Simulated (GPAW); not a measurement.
# Ballistic transport through a Sb chain with a Si atom on top of one atom, cheap and dear

Aim: T(E), conductance and thermopower of a Sb chain with a Si atom on top of one atom, and what cheaper settings cost in accuracy.

Method: GPAW LCAO, PAW setups; Landauer transmission from Green's functions with principal layers (ASE), zero bias, in GPAW 26.7.0.

### Step 1. Set-up

The cell holds 10 atoms: 9 Sb and 1 Si. Cell: a = 9.000 Å, b = 9.000 Å, c = 24.750 Å, α = 90.0°, β = 90.0°, γ = 90.0°. Regions: left lead, 4 atoms (4 Sb); channel, 2 atoms (1 Sb and 1 Si); right lead, 4 atoms (4 Sb). Vacuum lies along a and b. The structure is stacked along c, and the current runs across the ab planes.

### Step 2. Double-zeta polarised basis

Localised orbitals split the wire into layers that couple to their neighbours alone, which is what the Green's function method needs; double zeta with polarisation is the usual level for numbers.

The input, run.py:

```python
import json
import numpy as np
from ase import Atoms
from ase.transport.calculators import TransportCalculator
from gpaw import GPAW, FermiDirac
from gpaw.lcao.tools import get_lcao_hamiltonian
from scipy.linalg import eigh

# The junction with lead layers at both ends, along the third cell vector
device = Atoms(
    ['Sb', 'Sb', 'Sb', 'Sb', 'Sb', 'Si', 'Sb', 'Sb', 'Sb', 'Sb'],
    positions=[
        [4.50000, 4.50000, 1.37500],
        [4.50000, 4.50000, 4.12500],
        [4.50000, 4.50000, 6.87500],
        [4.50000, 4.50000, 9.62500],
        [4.50000, 4.50000, 12.37500],
        [6.86150, 4.50000, 12.37500],
        [4.50000, 4.50000, 15.12500],
        [4.50000, 4.50000, 17.87500],
        [4.50000, 4.50000, 20.62500],
        [4.50000, 4.50000, 23.37500]],
    cell=[[9.0, 0.0, 0.0], [0.0, 9.0, 0.0], [0.0, 0.0, 24.75]],
    pbc=True)

# One principal layer of the lead: the first 2 atoms of the device
lead = Atoms(
    ['Sb', 'Sb'],
    positions=[
        [4.50000, 4.50000, 1.37500],
        [4.50000, 4.50000, 4.12500]],
    cell=[[9.0, 0.0, 0.0], [0.0, 9.0, 0.0], [0.0, 0.0, 5.5]],
    pbc=True)

settings = dict(mode='lcao', basis='dzp', xc='PBE', h=0.2,
                occupations=FermiDirac(0.1), maxiter=250,
                mixer=dict(beta=0.1, nmaxold=8, weight=100.0),
                convergence=dict(density=0.0001))
energies = np.arange(-2, 2 + 1e-9, 0.05)
eta = 0.0001
n1, n2 = 1, 1
# k and -k transmit alike, so half of the mesh across the current serves
mesh = [(i, j) for i in range(n1) for j in range(n2) if (i, j) <= (-i % n1, -j % n2)]
weights = np.array([1 if (i, j) == (-i % n1, -j % n2) else 2 for i, j in mesh]) / (n1 * n2)

# [... helper functions left out ...]
fermi_lead = ground_state(lead, (1, 1, 20), 'lead.txt')
fermi_device = ground_state(device, (1, 1, 3), 'device.txt')
# [... loop over the mesh left out, but for ...]
        # Shift the lead onto the potential of the device's first layer
        shift = ((H[:, 0, 0] - H0[:, 0, 0]) / S0[0, 0]).real.mean()
# [...]
kT = 8.617333e-5 * 300
bias = [0.1, 0.2, 0.5, 1.0, 1.5, 2.0]
# [... integrals and printing left out ...]
```

Started as:

```bash
OMP_NUM_THREADS=1 OPENBLAS_NUM_THREADS=1 python run.py
```

What it wrote:

```text
basis functions: device 220, principal layer 46
Fermi level: lead -3.1685 eV, device -2.9846 eV; lead shifted by -0.0422 eV
largest coupling past the next layer 7.84e-05 eV, largest misfit of the first layer 0.029 eV
  E-E_F (eV)   T (one spin)  [channel counts left out]
    -2.000    9.9465e-01
    -1.950    9.9598e-01
    -1.900    9.9764e-01
    -1.850    9.9922e-01
    -1.800    9.9430e-01
    -1.750    7.5436e-01
    -1.700    7.3007e-01
    -1.650    8.9619e-01
    -1.600    1.4608e+00
    -1.550    1.8975e+00
    -1.500    2.1509e+00
    -1.450    2.3109e+00
    -1.400    2.4166e+00
    -1.350    2.4873e+00
    -1.300    2.5344e+00
    -1.250    2.5656e+00
[...]
1.650    2.4421e+00
     1.700    2.4395e+00
     1.750    2.4152e+00
     1.800    2.3581e+00
     1.850    2.2407e+00
     1.900    1.9675e+00
     1.950    8.6196e-01
     2.000    9.5845e-01
conductance at 300 K: 2.6293 G0 a cell; thermopower 0.855 uV/K
current from the zero-bias T(E) at 0.1 V: 20.369 uA
current from the zero-bias T(E) at 0.2 V: 40.721 uA
current from the zero-bias T(E) at 0.5 V: 101.49 uA
current from the zero-bias T(E) at 1.0 V: 200.71 uA
current from the zero-bias T(E) at 1.5 V: 295.51 uA
current from the zero-bias T(E) at 2.0 V: 385.7 uA
```

Elapsed: 24 s, on 1 thread of Arm Neoverse V2, shared host; peak memory 0.84 GiB.

This step gave:

| Property | Result |
| --- | --- |
| conductance | 2.629 G₀ |
| largest coupling past the next principal layer | 7.84e-5 eV |
| largest misfit of the first principal layer | 0.02851 eV |
| shift that aligns the lead | -0.04223 eV |
| basis functions of the junction | 220 |
| basis functions of a principal layer | 46 |
| transmission at the Fermi level (one spin) | 2.631 |

One spin. Transmission, zone mean against energy, zero at the Fermi level:

energy (eV), transmission, zone mean and a bar from the least value:
```
    -2.00       0.99 ####
    -1.85       1.00 ####
    -1.70       0.73 
    -1.60       1.46 ###########
    -1.45       2.31 ########################
    -1.30       2.53 ############################
    -1.15       2.60 #############################
    -1.05       2.62 #############################
    -0.90       2.64 #############################
    -0.75       2.66 ##############################
    -0.60       2.68 ##############################
    -0.50       2.69 ##############################
    -0.40       2.69 ##############################
    -0.35       2.69 ##############################
    -0.20       2.67 ##############################
    -0.05       2.64 #############################
     0.00       2.63 #############################
     0.05       2.61 #############################
     0.20       2.55 ############################
     0.35       2.46 ##########################
     0.50       2.34 #########################
     0.60       2.24 #######################
     0.75       2.10 #####################
     0.90       1.98 ###################
     1.05       1.96 ###################
     1.15       2.01 ####################
     1.30       2.16 ######################
     1.45       2.32 ########################
     1.60       2.43 ##########################
     1.65       2.44 ##########################
     1.70       2.44 ##########################
     1.85       2.24 #######################
     2.00       0.96 ###
```

Not self-consistent under bias; the bias window is split evenly. Table of current through one cell, from the zero-bias transmission by bias:

| bias (V) | current through one cell, from the zero-bias transmission (μA) |
| --- | --- |
| 0.100 | 20.4 |
| 0.200 | 40.7 |
| 0.500 | 101 |
| 1.000 | 201 |
| 1.500 | 296 |
| 2.000 | 386 |

Table of transmission of the three most open eigenchannels by energy, zero at the Fermi level:

| energy (eV) | channel 1 | channel 2 | channel 3 |
| --- | --- | --- | --- |
| -2.00 | 0.995 | 1.6e-11 | 5.6e-12 |
| -1.85 | 0.999 | 5.3e-12 | 4.8e-12 |
| -1.70 | 0.730 | 1.6e-8 | 5.1e-10 |
| -1.60 | 0.950 | 0.441 | 0.0707 |
| -1.45 | 0.971 | 0.939 | 0.401 |
| -1.30 | 0.980 | 0.978 | 0.576 |
| -1.15 | 0.985 | 0.982 | 0.633 |
| -1.05 | 0.987 | 0.983 | 0.650 |
| -0.90 | 0.991 | 0.984 | 0.667 |
| -0.75 | 0.994 | 0.984 | 0.684 |
| -0.60 | 0.995 | 0.985 | 0.699 |
| -0.50 | 0.996 | 0.986 | 0.705 |
| -0.35 | 0.997 | 0.987 | 0.704 |
| -0.20 | 0.996 | 0.988 | 0.690 |
| -0.05 | 0.996 | 0.989 | 0.660 |
| 0.00 | 0.996 | 0.989 | 0.646 |
| 0.05 | 0.996 | 0.989 | 0.630 |
| 0.20 | 0.995 | 0.989 | 0.566 |
| 0.35 | 0.994 | 0.988 | 0.478 |
| 0.50 | 0.992 | 0.986 | 0.361 |
| 0.60 | 0.992 | 0.984 | 0.269 |
| 0.75 | 0.990 | 0.981 | 0.126 |
| 0.90 | 0.988 | 0.975 | 0.0201 |
| 1.05 | 0.986 | 0.966 | 0.0107 |
| 1.15 | 0.985 | 0.957 | 0.0715 |
| 1.30 | 0.983 | 0.937 | 0.238 |
| 1.45 | 0.981 | 0.903 | 0.435 |
| 1.60 | 0.979 | 0.847 | 0.603 |
| 1.70 | 0.975 | 0.786 | 0.678 |
| 1.85 | 0.957 | 0.683 | 0.600 |
| 2.00 | 0.958 | 2.5e-7 | 9.2e-9 |

Couplings past the next layer reach 7.8e-5 eV, small enough to drop; the matrix elements of the cell's first layer differ from the bulk lead's by up to 0.029 eV. That layer keeps its own values in the calculation, and only beyond it is the lead taken as perfect. The Fermi levels of lead and junction count from different zeros of potential, one for each periodic cell; with both set to zero, the small remaining shift is what aligns them. By hand: G = 2.629 × 77.48 μS = 204 μS, a resistance of 4.91 kΩ; at 0.1 V a linear junction would pass 20.4 μA, and the integral over the bias window gives 20.4 μA.

### Step 3. Single-zeta polarised basis

One radial function a shell plus polarisation makes the matrices smaller; the question is what that costs.

run.py: that of step 2 with these lines changed.

```diff
@@ -34,3 +34,3 @@
 
-settings = dict(mode='lcao', basis='dzp', xc='PBE', h=0.2,
+settings = dict(mode='lcao', basis='szp(dzp)', xc='PBE', h=0.2,
                 occupations=FermiDirac(0.1), maxiter=250,
```

What it wrote:

```text
basis functions: device 135, principal layer 28
Fermi level: lead -3.3263 eV, device -3.1447 eV; lead shifted by -0.0463 eV
largest coupling past the next layer 7.83e-05 eV, largest misfit of the first layer 0.030 eV
  E-E_F (eV)   T (one spin)  [channel counts left out]
    -2.000    9.9468e-01
    -1.950    9.9627e-01
    -1.900    9.9813e-01
    -1.850    9.9926e-01
    -1.800    9.8677e-01
    -1.750    4.6212e-01
    -1.700    7.5375e-01
    -1.650    8.8864e-01
    -1.600    1.4516e+00
    -1.550    1.8646e+00
    -1.500    2.1153e+00
    -1.450    2.2758e+00
    -1.400    2.3824e+00
    -1.350    2.4537e+00
    -1.300    2.5013e+00
    -1.250    2.5328e+00
[...]
1.650    2.3726e+00
     1.700    2.3690e+00
     1.750    2.3424e+00
     1.800    2.2795e+00
     1.850    2.1466e+00
     1.900    1.8206e+00
     1.950    8.7050e-01
     2.000    9.4483e-01
conductance at 300 K: 2.6106 G0 a cell; thermopower 0.8292 uV/K
current from the zero-bias T(E) at 0.1 V: 20.224 uA
current from the zero-bias T(E) at 0.2 V: 40.431 uA
current from the zero-bias T(E) at 0.5 V: 100.78 uA
current from the zero-bias T(E) at 1.0 V: 199.35 uA
current from the zero-bias T(E) at 1.5 V: 293.65 uA
current from the zero-bias T(E) at 2.0 V: 383.31 uA
```

Wall time 20 s (1 thread); peak memory 0.82 GiB.

Numbers from this step:

```yaml
conductance: 2.611 G₀
largest_coupling_past_the_next_principal_layer: 7.83e-5 eV
largest_misfit_of_the_first_principal_layer: 0.02956 eV
shift_that_aligns_the_lead: -0.04630 eV
basis_functions_of_the_junction: 135
basis_functions_of_a_principal_layer: 28
transmission_at_the_fermi_level_one_spin: 2.612
```

One spin. The transmission, zone mean by energy, zero at the Fermi level:

| energy (eV) | transmission, zone mean |
| --- | --- |
| -2.00 | 0.995 |
| -1.85 | 0.999 |
| -1.70 | 0.754 |
| -1.60 | 1.45 |
| -1.45 | 2.28 |
| -1.30 | 2.50 |
| -1.15 | 2.57 |
| -1.05 | 2.59 |
| -0.90 | 2.61 |
| -0.75 | 2.64 |
| -0.60 | 2.66 |
| -0.50 | 2.66 |
| -0.40 | 2.67 |
| -0.35 | 2.67 |
| -0.20 | 2.65 |
| -0.05 | 2.63 |
| 0.00 | 2.61 |
| 0.05 | 2.60 |
| 0.20 | 2.53 |
| 0.35 | 2.45 |
| 0.50 | 2.33 |
| 0.60 | 2.24 |
| 0.75 | 2.10 |
| 0.90 | 1.98 |
| 1.05 | 1.95 |
| 1.15 | 1.98 |
| 1.30 | 2.11 |
| 1.45 | 2.26 |
| 1.60 | 2.36 |
| 1.65 | 2.37 |
| 1.70 | 2.37 |
| 1.85 | 2.15 |
| 2.00 | 0.945 |

Not self-consistent under bias; the bias window is split evenly. The current through one cell, from the zero-bias transmission by bias:

| bias (V) | current through one cell, from the zero-bias transmission (μA) |
| --- | --- |
| 0.100 | 20.2 |
| 0.200 | 40.4 |
| 0.500 | 101 |
| 1.000 | 199 |
| 1.500 | 294 |
| 2.000 | 383 |

Table of transmission of the three most open eigenchannels by energy, zero at the Fermi level:

| energy (eV) | channel 1 | channel 2 | channel 3 |
| --- | --- | --- | --- |
| -2.00 | 0.995 | 3.9e-12 | 0 |
| -1.90 | 0.998 | 2.2e-12 | 0 |
| -1.80 | 0.987 | 2.7e-11 | 1.4e-11 |
| -1.70 | 0.754 | 1.3e-8 | 5.4e-10 |
| -1.55 | 0.959 | 0.732 | 0.173 |
| -1.45 | 0.970 | 0.930 | 0.376 |
| -1.35 | 0.977 | 0.969 | 0.508 |
| -1.25 | 0.980 | 0.979 | 0.573 |
| -1.15 | 0.983 | 0.982 | 0.604 |
| -1.05 | 0.985 | 0.983 | 0.621 |
| -0.90 | 0.990 | 0.984 | 0.640 |
| -0.80 | 0.992 | 0.984 | 0.653 |
| -0.70 | 0.994 | 0.984 | 0.665 |
| -0.60 | 0.996 | 0.984 | 0.675 |
| -0.50 | 0.996 | 0.985 | 0.682 |
| -0.40 | 0.997 | 0.986 | 0.684 |
| -0.25 | 0.997 | 0.987 | 0.676 |
| -0.15 | 0.997 | 0.987 | 0.662 |
| -0.05 | 0.997 | 0.987 | 0.641 |
| 0.00 | 0.996 | 0.987 | 0.628 |
| 0.05 | 0.996 | 0.987 | 0.612 |
| 0.15 | 0.996 | 0.987 | 0.574 |
| 0.25 | 0.995 | 0.986 | 0.526 |
| 0.40 | 0.995 | 0.984 | 0.433 |
| 0.50 | 0.994 | 0.983 | 0.356 |
| 0.60 | 0.993 | 0.980 | 0.269 |
| 0.70 | 0.992 | 0.977 | 0.177 |
| 0.80 | 0.991 | 0.973 | 0.0916 |
| 0.90 | 0.989 | 0.968 | 0.0269 |
| 1.05 | 0.987 | 0.957 | 0.00476 |
| 1.15 | 0.985 | 0.947 | 0.0519 |
| 1.25 | 0.983 | 0.933 | 0.143 |
| 1.35 | 0.981 | 0.914 | 0.261 |
| 1.45 | 0.979 | 0.889 | 0.387 |
| 1.55 | 0.977 | 0.855 | 0.503 |
| 1.70 | 0.969 | 0.774 | 0.626 |
| 1.80 | 0.957 | 0.679 | 0.644 |
| 1.90 | 0.911 | 0.468 | 0.441 |
| 2.00 | 0.945 | 2.4e-7 | 6.4e-9 |

The conductance, 2.61 G₀, lies 0.7 % below that of the dzp run.

### Step 4. GPAW, sz: basis = "sz(dzp)"

The minimal basis is the cheapest rung: no second zeta and no polarisation.

run.py: that of step 3 with these lines changed.

```diff
@@ -34,3 +34,3 @@
 
-settings = dict(mode='lcao', basis='szp(dzp)', xc='PBE', h=0.2,
+settings = dict(mode='lcao', basis='sz(dzp)', xc='PBE', h=0.2,
                 occupations=FermiDirac(0.1), maxiter=250,
```

What it wrote:

```text
basis functions: device 85, principal layer 18
Fermi level: lead -3.0919 eV, device -2.9653 eV; lead shifted by -0.0562 eV
largest coupling past the next layer 7.89e-05 eV, largest misfit of the first layer 0.035 eV
  E-E_F (eV)   T (one spin)  [channel counts left out]
    -2.000    9.9106e-01
    -1.950    9.9243e-01
    -1.900    9.9442e-01
[...]
1.950    9.3024e-01
     2.000    9.5713e-01
conductance at 300 K: 2.5138 G0 a cell; thermopower 1.062 uV/K
current from the zero-bias T(E) at 0.1 V: 19.474 uA
current from the zero-bias T(E) at 0.2 V: 38.931 uA
current from the zero-bias T(E) at 0.5 V: 97.015 uA
current from the zero-bias T(E) at 1.0 V: 191.82 uA
current from the zero-bias T(E) at 1.5 V: 282.72 uA
current from the zero-bias T(E) at 2.0 V: 370.51 uA
```

Wall time 16 s (1 thread); peak memory 0.78 GiB.

This step gave:

```
conductance                                    : 2.514 G₀
largest coupling past the next principal layer : 7.89e-5 eV
largest misfit of the first principal layer    : 0.03470 eV
shift that aligns the lead                     : -0.05619 eV
basis functions of the junction                : 85
basis functions of a principal layer           : 18
transmission at the Fermi level (one spin)     : 2.515
```

The conductance, 2.51 G₀, lies 4.4 % below that of the dzp run.

### Step 5. revPBE in the dzp basis: xc = "revPBE"

Back in the dzp basis, the functional changes from PBE to revPBE, to set the spread between functionals beside that between bases.

run.py: that of step 4 with these lines changed.

```diff
@@ -34,3 +34,3 @@
 
-settings = dict(mode='lcao', basis='sz(dzp)', xc='PBE', h=0.2,
+settings = dict(mode='lcao', basis='dzp', xc='revPBE', h=0.2,
                 occupations=FermiDirac(0.1), maxiter=250,
```

What it wrote:

```text
basis functions: device 220, principal layer 46
Fermi level: lead -3.1004 eV, device -2.9190 eV; lead shifted by -0.0422 eV
largest coupling past the next layer 7.85e-05 eV, largest misfit of the first layer 0.029 eV
  E-E_F (eV)   T (one spin)  [channel counts left out]
    -2.000    9.9495e-01
    -1.950    9.9633e-01
    -1.900    9.9801e-01
[...]
1.950    8.6276e-01
     2.000    9.5801e-01
conductance at 300 K: 2.6224 G0 a cell; thermopower 0.8648 uV/K
current from the zero-bias T(E) at 0.1 V: 20.315 uA
current from the zero-bias T(E) at 0.2 V: 40.613 uA
current from the zero-bias T(E) at 0.5 V: 101.22 uA
current from the zero-bias T(E) at 1.0 V: 200.2 uA
current from the zero-bias T(E) at 1.5 V: 294.82 uA
current from the zero-bias T(E) at 2.0 V: 384.91 uA
```

It took 25 s on 1 thread; peak memory 0.84 GiB.

Numbers from this step:

| Quantity | Value |
| --- | --- |
| conductance | 2.622 G₀ |
| largest coupling past the next principal layer | 7.85e-5 eV |
| largest misfit of the first principal layer | 0.02887 eV |
| shift that aligns the lead | -0.04218 eV |
| basis functions of the junction | 220 |
| basis functions of a principal layer | 46 |
| transmission at the Fermi level (one spin) | 2.624 |

The conductance, 2.62 G₀, lies 0.3 % below that of the dzp run.

### Step 6. All levels side by side

Times are for 1 thread of Arm Neoverse V2, shared host. The series side by side:

| no. | run | conductance (G₀) | time | memory (GiB) |
| --- | --- | --- | --- | --- |
| 1 | dzp | 2.629 | 24 s | 0.84 |
| 2 | szp | 2.611 | 20 s | 0.82 |
| 3 | sz | 2.514 | 16 s | 0.78 |
| 4 | dzp revPBE | 2.622 | 25 s | 0.84 |

### Step 7. The levels side by side

The curves are compared point by point over the common energies.

This step: comparison of transmission and cost over codes and levels (GPAW 26.7.0).

Ladder, by row:

| step | code | T at the Fermi level (sum over the listed spins) | conductance (G0) | r.m.s. T(E) from the first | wall time (s) | peak memory (GiB) | threads |
| --- | --- | --- | --- | --- | --- | --- | --- |
| dzp | GPAW | 2.631 | 2.629 | 0 | 23.78 | 0.84 | 1 |
| szp | GPAW | 2.612 | 2.611 | 0.04928 | 20.23 | 0.82 | 1 |
| sz | GPAW | 2.515 | 2.514 | 0.2993 | 16.29 | 0.78 | 1 |
| dzp-revPBE | GPAW | 2.624 | 2.622 | 0.01904 | 24.97 | 0.84 | 1 |

Transmission, zone mean, sum over the listed spins against energy, zero at the Fermi level:

| energy (eV) | dzp | szp | sz | dzp-revPBE |
| --- | --- | --- | --- | --- |
| -2.0000 | 0.995 | 0.995 | 0.991 | 0.995 |
| -1.7500 | 0.754 | 0.462 | 1.78 | 0.593 |
| -1.5000 | 2.15 | 2.12 | 2.41 | 2.14 |
| -1.2500 | 2.57 | 2.53 | 2.54 | 2.56 |
| -1.0000 | 2.63 | 2.60 | 2.56 | 2.62 |
| -0.7500 | 2.66 | 2.64 | 2.59 | 2.66 |
| -0.5000 | 2.69 | 2.66 | 2.60 | 2.68 |
| -0.4000 | 2.69 | 2.67 | 2.60 | 2.68 |
| -0.2500 | 2.68 | 2.66 | 2.58 | 2.67 |
| 0.0000 | 2.63 | 2.61 | 2.52 | 2.62 |
| 0.2500 | 2.52 | 2.51 | 2.39 | 2.52 |
| 0.5000 | 2.34 | 2.33 | 2.20 | 2.33 |
| 0.7500 | 2.10 | 2.10 | 2.00 | 2.09 |
| 1.0000 | 1.96 | 1.95 | 1.94 | 1.96 |
| 1.2500 | 2.10 | 2.06 | 2.09 | 2.10 |
| 1.5000 | 2.36 | 2.30 | 2.27 | 2.36 |
| 1.6000 | 2.43 | 2.36 | 2.30 | 2.42 |
| 1.6500 | 2.44 | 2.37 | 2.30 | 2.44 |
| 1.7500 | 2.42 | 2.34 | 2.21 | 2.41 |
| 2.0000 | 0.958 | 0.945 | 0.957 | 0.958 |

[end of part 1 of 2]

[Logs are printed without paths, hosts, clocks, repeated set-up lines and the standing remarks that a program may print on its own settings, such as how far it seeks lower states.]

[Hosts, paths, dates, database ids (printed as entryN), source tags and the programs' standing remarks are cut or masked in the printed files.]
